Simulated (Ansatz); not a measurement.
# Si2Mo (P6_222) in Ansatz: relaxation of cell and atoms with LDA

Aim: the relaxation of cell and atoms of Si2Mo with LDA.

Program: Ansatz 0.2.0. These are calculated values, not measurements. Logs are shortened: lines on timing, memory, paths and dates and some standing lists are left out, and cuts for length are marked.

### 1 The structure

The structure is hexagonal, space group P6_222 (No. 180). Conventional cell: a = 4.585 Å, b = 4.585 Å, c = 6.580 Å, α = 90.00°, β = 90.00°, γ = 120.00°. Mo (site symmetry 222) has 10 Si at 2.57 to 2.67 Å as nearest neighbours. Si (site symmetry 2) has 5 Si at 2.55 to 2.67 Å and 5 Mo at 2.57 to 2.67 Å as nearest neighbours.

Measurements of this composition are mostly on another form, of space group No. 139.

### 2 Relaxation of cell and atoms, LDA

File input.yaml:

```yaml
crystal:
  lattice:
    - [4.5854715599, 0.0, 0.0]
    - [-2.29273578, 3.9711348592, 0.0]
    - [0.0, 0.0, 6.5797601]
  atoms:
    - { symbol: Mo, position: [0.5, 0.5, 0.8333333333] }
    - { symbol: Mo, position: [0.0, 0.5, 0.1666666667] }
    - { symbol: Mo, position: [0.5, 0.0, 0.5] }
    - { symbol: Si, position: [0.16387298, 0.32774596, 0.5] }
    - { symbol: Si, position: [0.67225404, 0.83612702, 0.1666666667] }
    - { symbol: Si, position: [0.83612702, 0.16387298, 0.8333333333] }
    - { symbol: Si, position: [0.83612702, 0.67225404, 0.5] }
    - { symbol: Si, position: [0.32774596, 0.16387298, 0.1666666667] }
    - { symbol: Si, position: [0.16387298, 0.83612702, 0.8333333333] }
hamiltonian:
  xc: lda
  pseudopotentials: { kind: paw }
kpoints:
  mp_grid: { grid: [5, 5, 3] }
scf:
  occupations: { method: fermi_dirac, width: 0.05 }
output:
  forces: true
  stress: true
  eigenvalues: true
  write_density: true
  write_potential: true
  elf: true
  volumetric_format: npy
relax:
  f_tol: 0.01
  max_steps: 40
  cell: { stress_tol: 0.05 }
```

Potentials or basis: Ansatz PAW.

Launch:

```console
$ ansatz run input.yaml --threads 4 --pin off --max-ram 11264MiB --backend cpu --events-out ev --progress --plain --runs-dir out
```

Standard output:

```text
Warning: RAYON_NUM_THREADS=4 ignored (pool sized by the plan → 4); use --threads N
Engine: ansatz 0.2.0, aarch64-unknown-linux-gnu
Pseudopotentials: kind: paw
Pseudopotential: Mo, paw, valence charge 14, recommended cutoff 420 eV (normal), Mo.paw.azcp
Pseudopotential: Si, paw, valence charge 4, recommended cutoff 420 eV (normal), Si.paw.azcp
Functional definition: SPW92
  exchange = slater_x
  correlation = pw_c
Crystal: 9 atoms, lattice volume = 119.814 Å³
Basis set: ecut = 420 eV, 2331 PW (Γ)
Bands: 42, of which v1, the nominal top of the filled ones, is band 33 counted from 1 (32 counted from 0)
Symmetry: 12 space group operations
Space group: P6222 (ITA 180), of the structure as read, at distance tolerance 4.9e-5 Å
k-points: 10 of 75
Non-local potential: Mo, projectors of the file, l = 0: 3, l = 1: 2, l = 2: 2, l = 3: 1
Non-local potential: Si, projectors of the file, l = 0: 2, l = 1: 2, l = 2: 2
PAW form: soft (Blöchl's): semilocal exchange-correlation on the pseudo side does not see the compensation charge
PAW frozen core: Mo, regenerated for the run's functional, and the local potential with it (the file was generated under x = pbe(κ = 0.804, μ = 0.2195149727645171), c = pbe(β = 0.06672455060314922))
PAW frozen core: Si, regenerated for the run's functional, and the local potential with it (the file was generated under x = pbe(κ = 0.804, μ = 0.2195149727645171), c = pbe(β = 0.06672455060314922))
PAW one-centre angular grid: Mo, 590 points (default); XC on 64 Gauss nodes
PAW one-centre angular grid: Si, 110 points (default); XC on 64 Gauss nodes
Initial density: superposition of atomic densities (neutral atoms: chi_scale 0, normalization atom), corrected by the library's trained network
Initial wavefunctions: pseudopotential atomic-orbital guess
Functional: x = slater, c = lda
SCF iter   1: F=—  HF=-18185.499641 eV  |F-HF|=—  |Δ(HF+E_count)|=         —  Δρ=8.03e-3  dr2=5.85e-2  ethr=1.77e-3  ⟨swp⟩=7.5  Hψ=1830  notcnv=0
preconditioner: auto → Resta (q_TF=auto, 2.470 Å⁻¹)  ε∞=10.4  [insulator: Δε(μ)=0.634 eV  Ē_g=7.172 eV  σ=0.050 eV  W_gap=1.00  n_scr=22 (ndim 8)  ℏωp=22.0 eV  f_vac=0.000  D(μ)=0.01/eV (n_scr^D=0)  ε∞_Penn≈10.4]
SCF iter   2: F=—  HF=-18185.492869 eV  |F-HF|=—  |Δ(HF+E_count)|=   6.77e-3  Δρ=4.20e-3  dr2=1.20e-2  ethr=8.87e-5  ⟨swp⟩=1.6  Hψ=513  notcnv=0  defer=1
SCF iter   3: F=—  HF=-18185.490662 eV  |F-HF|=—  |Δ(HF+E_count)|=   2.21e-3  Δρ=6.95e-4  dr2=4.98e-4  ethr=1.82e-5  ⟨swp⟩=2.8  Hψ=609  notcnv=0  defer=1
SCF iter   4: F=—  HF=-18185.490546 eV  |F-HF|=—  |Δ(HF+E_count)|=   1.16e-4  Δρ=1.07e-4  dr2=7.61e-6  ethr=7.54e-7  ⟨swp⟩=2.3  Hψ=572  notcnv=0  defer=1
SCF iter   5: F=—  HF=-18185.490533 eV  |F-HF|=—  |Δ(HF+E_count)|=   1.28e-5  Δρ=1.16e-5  dr2=1.06e-7  ethr=1.15e-8  ⟨swp⟩=2.3  Hψ=622  notcnv=0  defer=1
SCF iter   6: F=-18185.490533 eV  HF=-18185.490533 eV  |F-HF|=4.44e-10  |Δ(HF+E_count)|=   1.01e-8  Δρ=1.84e-6  dr2=2.34e-9  ethr=1.52e-10  ⟨swp⟩=12.7  Hψ=2539  notcnv=0
SCF 1 converged in 6 iterations: F = -18185.490533 eV  dr2 = 2.34e-9
relax step   1: F+E_penalty+E_count = -18185.49053341 eV  Δ(F+E_penalty+E_count) = +0.000e0 eV  max|allowed force component| = 6.075e-2 eV/Å  Δτ_max = 0.0000 Å  P = -4.976 GPa  Ω = 119.814 Å³  (6 SCF iters, dr2 threshold 1.00e-7 eV, accepted)
Crystal: 9 atoms, lattice volume = 116.357 Å³
Basis set: ecut = 420 eV, 2283 PW (Γ)
Initial density: handed on by an earlier stage of this run
Initial wavefunctions: those handed on with the density
iter 1 solved again at ethr=6.27e-6 eV; its pass at ethr=3.10e-3 eV (dr2=4.14e-3 eV) is discarded
SCF iter   1: F=—  HF=-18185.532058 eV  |F-HF|=—  |Δ(HF+E_count)|=         —  Δρ=1.80e-3  dr2=3.99e-3  ethr=6.27e-6  ⟨swp⟩=1.6  Hψ=2018  notcnv=0
preconditioner: auto → Resta (q_TF=auto, 2.482 Å⁻¹)  ε∞=10.1  [insulator: Δε(μ)=0.620 eV  Ē_g=7.381 eV  σ=0.050 eV  W_gap=1.00  n_scr=22 (ndim 8)  ℏωp=22.3 eV  f_vac=0.000  D(μ)=0.01/eV (n_scr^D=0)  ε∞_Penn≈10.1]
SCF iter   2: F=—  HF=-18185.531203 eV  |F-HF|=—  |Δ(HF+E_count)|=   8.56e-4  Δρ=9.87e-4  dr2=9.13e-4  ethr=6.05e-6  ⟨swp⟩=1.3  Hψ=423  notcnv=0
SCF iter   3: F=—  HF=-18185.530997 eV  |F-HF|=—  |Δ(HF+E_count)|=   2.06e-4  Δρ=1.32e-4  dr2=1.21e-5  ethr=1.38e-6  ⟨swp⟩=2.0  Hψ=540  notcnv=0
SCF iter   4: F=—  HF=-18185.530991 eV  |F-HF|=—  |Δ(HF+E_count)|=   5.79e-6  Δρ=1.97e-5  dr2=3.27e-7  ethr=1.83e-8  ⟨swp⟩=2.9  Hψ=777  notcnv=0
iter 5 did not close the SCF: its close was put off for the readings that it lacked (scf_convergence_deferred on its scf_iter line)
SCF iter   5: F=-18185.530991 eV  HF=-18185.530991 eV  |F-HF|=3.68e-8  |Δ(HF+E_count)|=   5.20e-8  Δρ=5.06e-6  dr2=4.13e-8  ethr=4.96e-10  ⟨swp⟩=2.0  Hψ=748  notcnv=0
[... 31 lines left out ...]
relax step   4: F+E_penalty+E_count = -18185.53460695 eV  Δ(F+E_penalty+E_count) = -1.934e-5 eV  max|allowed force component| = 3.132e-4 eV/Å  Δτ_max = 0.0003 Å  P = +0.001 GPa  Ω = 117.117 Å³  energy of the carried Pulay correction = +6.961e-4 eV  (6 SCF iters, accepted)
Initial wavefunctions: pseudopotential atomic-orbital guess (no wavefunctions were taken with the density)
iter 1 solved again at ethr=3.36e-7 eV; its pass at ethr=3.10e-3 eV (dr2=2.22e-4 eV) is discarded
SCF iter   1: F=—  HF=-18185.533976 eV  |F-HF|=—  |Δ(HF+E_count)|=         —  Δρ=1.82e-5  dr2=3.29e-8  ethr=3.36e-7  ⟨swp⟩=3.2  Hψ=2841  notcnv=0
eigensolver tolerance schedule: the retry pair's looser diagonalisation over-reported the residual by 6754.11 of it (diagonalisation noise at 2.74 of the residual, at the tolerance the schedule requests for it); recorded, not acted on — ethr = c·dr2/N_el stays at c = 1.0e-1
SCF iter   2: F=—  HF=-18185.533975 eV  |F-HF|=—  |Δ(HF+E_count)|=   1.71e-6  Δρ=9.51e-6  dr2=8.83e-9  ethr=4.98e-11  ⟨swp⟩=2.6  Hψ=769  notcnv=0
iter 3 did not close the SCF: its close was put off for the readings that it lacked (scf_convergence_deferred on its scf_iter line)
SCF iter   3: F=-18185.533975 eV  HF=-18185.533975 eV  |F-HF|=6.18e-11  |Δ(HF+E_count)|=   3.28e-8  Δρ=2.82e-7  dr2=7.52e-11  ethr=1.34e-11  ⟨swp⟩=2.0  Hψ=630  notcnv=0
iter 4 did not close the SCF: its close was put off for the readings that it lacked (scf_convergence_deferred on its scf_iter line)
SCF iter   4: F=-18185.533975 eV  HF=-18185.533975 eV  |F-HF|=0.00e0  |Δ(HF+E_count)|=  1.82e-11  Δρ=5.19e-8  dr2=1.51e-12  ethr=1.00e-12  ⟨swp⟩=1.0  Hψ=420  notcnv=0
iter 5 did not close the SCF: its close was put off for the readings that it lacked (scf_convergence_deferred on its scf_iter line)
SCF iter   5: F=-18185.533975 eV  HF=-18185.533975 eV  |F-HF|=3.64e-12  |Δ(HF+E_count)|=    0.00e0  Δρ=1.61e-8  dr2=1.65e-13  ethr=1.00e-12  ⟨swp⟩=1.0  Hψ=420  notcnv=0
iter 6 did not close the SCF: its close was put off for the readings that it lacked (scf_convergence_deferred on its scf_iter line)
SCF iter   6: F=-18185.533975 eV  HF=-18185.533975 eV  |F-HF|=0.00e0  |Δ(HF+E_count)|=    0.00e0  Δρ=3.14e-9  dr2=1.38e-14  ethr=1.00e-12  ⟨swp⟩=1.0  Hψ=420  notcnv=0
SCF iter   7: F=-18185.533975 eV  HF=-18185.533975 eV  |F-HF|=3.64e-12  |Δ(HF+E_count)|=  3.64e-12  Δρ=2.68e-10  dr2=6.09e-17  ethr=1.00e-12  ⟨swp⟩=2.8  Hψ=1262  notcnv=0
SCF 5 converged in 7 iterations: F = -18185.533975 eV  dr2 = 6.09e-17
relax step   5: F+E_penalty+E_count = -18185.53397465 eV  Δ(F+E_penalty+E_count) = +6.323e-4 eV  max|allowed force component| = 3.262e-4 eV/Å  Δτ_max = 0.0000 Å  P = -0.009 GPa  Ω = 117.117 Å³  stress off target by 1.25e-2 GPa  SCF on the basis re-selected at this cell (its energy is not comparable with the rows above)  (7 SCF iters)
basis re-selected at this cell: Δ(F+E_penalty+E_count) = +6.323e-4 eV, ΔP = -0.011 GPa vs the last step (what re-selecting the basis moved, of the pressure what is left beyond the Pulay correction that the steps carried, after the strain that the cell walked since its last selection, with what the two solves' SCF thresholds leave and, on support functions, any second-order correction that the steps lacked; it is no measure of the basis error at this ecutwfc). This SCF's stress stands 1.25e-2 GPa from its target on what of the cell is left free (relax.cell.stress_tol is 5.00e-2 GPa) and its largest allowed force component is 3.26e-4 eV/Å (relax.f_tol is 1.00e-2 eV/Å): within both
SCF converged after 7 iterations
Free energy (F): -18185.533975 eV
Harris-Foulkes:  -18185.533975 eV  (|F-HF|=3.64e-12)
Internal energy: -18185.533733 eV  (E = F + TS)
E sigma→0 (E₀):  -18185.533854 eV
Entropy (-TS):   -0.000242 eV (-0.027 meV/atom)
Fermi energy:    16.781031 eV
--- Per-component energies (eV) ---
  E_band       = -115.873185
  E_kinetic    = 1605.580849
  E_local      = -3402.889930  (includes V_loc(G=0)·N_el)
  E_nonlocal   = 601.756071
  E_hartree    = 1266.494971
  E_xc         = -893.933408
  E_vxc        = -992.231076  (∫ρ·V_xc dr)
  E_paw        = -12186.098913  (= ΣΔE_a)
  E_vpaw       = -461.079098  (= ΣTr[D̂ρ^β])
  E_aug_tail   = 0.000056  (compensation charges beyond the density's cutoff)
  E_ewald      = -5178.367862
  E_core_change = 1.924433  (= ΣΔE_core)
  E_smearing   = -0.000242  (= −TS)
  E_closure    = 0.000000  (closes the sum)
  Σ components = -18185.533975   (vs F -18185.533975, Δ=0.00e0)
--- Forces (eV/Å), atoms counted from 1 ---
  atom   1  Mo     0.00000000     0.00000000     0.00000000
  atom   2  Mo    -0.00000000    -0.00000000    -0.00000000
  atom   3  Mo     0.00000000     0.00000000    -0.00000000
  atom   4  Si    -0.00000000     0.00032615     0.00000000
  atom   5  Si    -0.00028245    -0.00016308     0.00000000
  atom   6  Si    -0.00028245     0.00016308    -0.00000000
  atom   7  Si     0.00000000    -0.00032615    -0.00000000
  atom   8  Si     0.00028245     0.00016308    -0.00000000
  atom   9  Si     0.00028245    -0.00016308     0.00000000
  max |Σ_I F_I| component: 9.21e-17 eV/Å
--- Stress (GPa, compression-positive) ---
       -0.012460       0.000000      -0.000000
        0.000000      -0.012460      -0.000000
       -0.000000      -0.000000      -0.003100
  P = ⅓ Tr σ = -0.0093 GPa (-0.093 kbar)
--- Band table (eV; the first three rows and the last of 10) ---
  k-point 0: bands = ["-44.1442", "-44.1100", "-44.1100", "-18.4652", "-18.4620", "-18.4620", "-18.4497", "-18.4497", "-18.3538", "-18.2915", "-18.2915", "-18.2724", "2.6441", "5.7669", "5.7669", "9.4103", "10.1375", "10.1375", "10.7183", "10.7183", "11.5175", "11.8126", "11.8126", "12.1513", "13.0928", "13.0928", "13.5144", "13.5144", "13.7840", "13.7840", "14.0874", "14.7329", "15.9882", "18.8713", "19.2552", "19.2552", "19.3971", "19.4005", "19.6688", "19.6688", "19.9189", "19.9189"]
  k-point 1: bands = ["-44.1388", "-44.1252", "-44.1001", "-18.5119", "-18.4639", "-18.4501", "-18.4353", "-18.3808", "-18.3572", "-18.3417", "-18.3041", "-18.2533", "3.0569", "4.1987", "7.2856", "9.7303", "9.8412", "10.0620", "10.2652", "11.1486", "11.3231", "11.3730", "11.3886", "11.5754", "13.1444", "13.2065", "13.3867", "13.4836", "14.1604", "14.6232", "14.7517", "15.0188", "16.4805", "18.9464", "18.9599", "19.0155", "19.3642", "19.4367", "19.5046", "19.5634", "19.5893", "19.7193"]
  k-point 2: bands = ["-44.1412", "-44.1127", "-44.1099", "-18.5013", "-18.4790", "-18.4548", "-18.4439", "-18.4266", "-18.3508", "-18.3014", "-18.2964", "-18.2572", "3.0524", "6.0078", "6.0850", "8.0246", "9.0205", "9.9021", "10.2872", "11.3557", "11.9595", "11.9998", "12.4347", "12.6784", "13.0548", "13.4528", "13.5777", "13.7281", "13.7595", "13.8465", "14.2133", "14.3275", "15.7713", "17.8602", "18.1781", "18.3796", "18.5325", "18.7671", "19.2972", "19.5158", "19.8462", "20.0654"]
  k-point 9: bands = ["-44.1318", "-44.1201", "-44.1114", "-18.5170", "-18.5079", "-18.4808", "-18.4359", "-18.3895", "-18.3720", "-18.3204", "-18.2623", "-18.2535", "5.1642", "5.7712", "6.0602", "6.8032", "7.9130", "8.9144", "9.9578", "10.5119", "11.4686", "12.3298", "12.7140", "12.8895", "13.2221", "13.4928", "13.5382", "13.6577", "14.2405", "14.7998", "15.2399", "15.5616", "16.3225", "17.3759", "17.6574", "18.4042", "18.5393", "18.6182", "19.0395", "19.3724", "19.4814", "19.8626"]
--- Relaxed structure (4 steps of the walk, 4 accepted, 1 SCFs on fresh bases) ---
  F+E_penalty+E_count = -18185.53397465 eV   max|allowed force component| = 3.262e-4 eV/Å   (the final SCF, on the basis selected at the relaxed cell)
  cell:  # Å, volume = 117.1167 Å³
    - [4.551341390487009, 2.8652747105881275e-11, -1.4554980446059936e-34]
    - [-2.2756706952683183, 3.941577265443015, 7.115887879290442e-35]
    - [-2.0885153979103496e-34, -5.355167686949614e-36, 6.528436514132394]
  atoms:
    - { symbol: Mo, position: [0.5, 0.5, 0.8333333333333333] }
    - { symbol: Mo, position: [7.76120448574125e-36, 0.5, 0.16666666666666666] }
    - { symbol: Mo, position: [0.5, -5.1570584175347747e-20, 0.49999999999999994] }
    - { symbol: Si, position: [0.16426388268796335, 0.32852776537592676, 0.49999999999999994] }
    - { symbol: Si, position: [0.6714722346240732, 0.8357361173120367, 0.16666666666666666] }
    - { symbol: Si, position: [0.8357361173120368, 0.16426388268796333, 0.8333333333333333] }
    - { symbol: Si, position: [0.8357361173120368, 0.6714722346240735, 0.49999999999999994] }
    - { symbol: Si, position: [0.3285277653759267, 0.16426388268796333, 0.16666666666666666] }
    - { symbol: Si, position: [0.16426388268796327, 0.8357361173120366, 0.8333333333333333] }
```

It took 9.9 s on 4 threads of Arm Neoverse V1, shared host; peak memory 0.43 GiB.

What came out:

| Item | Value |
| --- | --- |
| Free energy | -18185.5340 eV |
| Relaxed volume | 13.01 Å³/atom |
| Relaxed cell | a = 4.551 Å, b = 4.551 Å, c = 6.528 Å, α = 90.00°, β = 90.00°, γ = 120.00° |
| Space group after relaxing (to 0.05 Å) | P6_222 (No. 180) |
| Energy gained by relaxing | 4.8 meV/atom |
| Ionic steps | 5 |
| Pressure after relaxing | 0.0 GPa |
| Band gap on the k mesh | 0.62 eV, indirect (least direct gap 0.91 eV) |

Step by step:
```csv
step,energy change (eV),largest force (eV/Å),volume (Å³)
1,0.0000,0.0608,119.81
2,-0.0405,0.0387,116.36
3,-0.0441,0.0035,117.15
4,-0.0441,0.0003,117.12
5,-0.0434,0.0003,117.12
```

Final structure:
```xyz
9
Lattice="4.5513 0.0000 0.0000 -2.2757 3.9416 0.0000 0.0000 0.0000 6.5284" Properties=species:S:1:pos:R:3 pbc="T T T"
Mo    1.1378    1.9708    5.4404
Mo   -1.1378    1.9708    1.0881
Mo    2.2757    0.0000    3.2642
Si    0.0000    1.2949    3.2642
Si    1.1542    3.2941    1.0881
Si    3.4299    0.6475    5.4404
Si    2.2757    2.6467    3.2642
Si    1.1214    0.6475    1.0881
Si   -1.1542    3.2941    5.4404
```

Caveat: odd divisions of the mesh miss points on the zone boundary, where band edges often lie, so the gap on the mesh can be too wide; the plane-wave basis is chosen anew once the cell has moved, so the energies of steps on either side of that aren't comparable; the PAW data sets come from PBE, with cores solved anew for the run's functional, which leaves a small shift of forces and pressure. LDA gaps usually lie below the measured ones, often by a third to a half.
